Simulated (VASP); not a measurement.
Runs of VASP 6.6.1 on Mo. It takes space group P6_3/mmc (No. 194, hexagonal). The conventional cell has a = 2.805 Å, b = 2.805 Å, c = 4.580 Å, α = 90.00°, β = 90.00°, γ = 120.00°. Around Mo (site symmetry -6m2) lie 12 Mo at 2.80 Å. This isn't the form of Mo at room conditions, which is bcc.

```csv
task,level,potentials or basis,cell,k mesh,cutoff (eV),mesh quality,gap on the mesh (eV),pressure (GPa),relaxed volume (Å³/atom)
relaxation of cell and atoms,LDA,"VASP PAW LDA potentials, release 64 (Mo_sv)",relaxed,18 × 18 × 10,600,not flagged,none,0.0,15.39
relaxation of cell and atoms,PBE,"VASP PAW PBE potentials, release 64 (Mo_sv)",relaxed,18 × 18 × 10,600,not flagged,none,0.0,(b)
relaxation of cell and atoms,PBEsol,"VASP PAW PBE potentials, release 64 (Mo_sv)",relaxed,18 × 18 × 10,600,not flagged,none,0.0,15.64
relaxation of cell and atoms,PBEsol,"VASP PAW PBE potentials, release 64 (Mo)",relaxed,18 × 18 × 10,580,not flagged,none,0.0,15.53
single point,PBEsol,"VASP PAW PBE potentials, release 64 (Mo_sv)",as given,18 × 18 × 10,520,not flagged,none,(c),-
relaxation of cell and atoms,PBEsol,"VASP PAW PBE potentials, release 64 (Mo_sv)",relaxed,18 × 18 × 10,300,not flagged,none,0.0,(a)
relaxation of cell and atoms,PBE+D3(BJ),"VASP PAW PBE potentials, release 64 (Mo_sv)",relaxed,18 × 18 × 10,600,not flagged,none,0.0,15.66
relaxation of cell and atoms,PBEsol,"VASP PAW PBE potentials, release 64 (Mo_sv)",relaxed,6 × 6 × 4,600,coarse,none,0.0,15.50
```

Alike in all rows: no spin polarisation; smearing gaussian 0.1 eV.

**Question.** Fill in the values left out.

**Answer.** (a) 15.62; (b) 16.14; (c) -1.0.

Caveats: some runs use coarse meshes; the PAW data sets were made with another functional, which shifts forces and pressure a little (some runs); the cutoff is under 1.25 times the usual one of these potentials, so pressure, stress and relaxed cells hold a basis-set (Pulay) error (some runs); pairwise dispersion overbinds metals, which lowers pressure and volume (some runs).

A k mesh can miss the band edges, and the runs leave out spin-orbit coupling on Mo.

A gap of «none» marks a metal or a gap under the smearing width.

The runs don't all hold the same shells in valence.
